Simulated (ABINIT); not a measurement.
Sb:

```
Sb
1.0
     3.35453    0.00000    0.00000
    -1.67727    2.90511    0.00000
     0.00000    0.00000    5.47016
Sb
2
Cartesian
  1.6773 0.9684 4.1026
  0.0000 1.9367 1.3675
```

This isn't the form of Sb at room conditions, which is rhombohedral.

```yaml
Program: ABINIT 10.8.3 (patched build)
Task: relaxation of cell and atoms
Functional: LDA
Potentials_or_basis: PseudoDojo NC SR LDA v0.4.1 standard
Cutoff: 1143 eV
k_mesh: 7 × 7 × 4
Occupations: fermi-dirac, width 0.05 eV
Spin: no spin polarisation
```

At the start: pressure -2.3 GPa; volume 26.65 Å³/atom.

Problem. How do energy, volume and symmetry change on relaxing?

Solution. Over 9 steps the energy falls by 8.2 meV/atom and the volume is 25.72 Å³/atom (-3.5 %); space group P6_3/mmc (No. 194, to 0.05 Å).

Step by step:
| step | energy change (eV) | largest force (eV/Å) | pressure (GPa) | volume (Å³) |
| --- | --- | --- | --- | --- |
| 1 | 0.0000 | 0.0000 | -2.34 | 53.31 |
| 2 | -0.0054 | 0.0000 | -1.90 | 52.93 |
| 3 | -0.0157 | 0.0000 | 0.20 | 51.29 |
| 4 | -0.0158 | 0.0000 | 0.08 | 51.38 |
| 5 | -0.0160 | 0.0000 | -0.06 | 51.48 |
| 6 | -0.0162 | 0.0000 | -0.11 | 51.52 |
| 7 | -0.0163 | 0.0000 | -0.05 | 51.48 |
| 8 | -0.0163 | 0.0000 | -0.01 | 51.45 |
| 9 | -0.0163 | 0.0000 | 0.00 | 51.45 |

Final structure:
```
Sb
1.0
     3.33246    0.00000    0.00000
    -1.66623    2.88600    0.00000
     0.00000    0.00000    5.34929
Sb
2
Direct
  0.66667 0.33333 0.75000
  0.33333 0.66667 0.25000
```
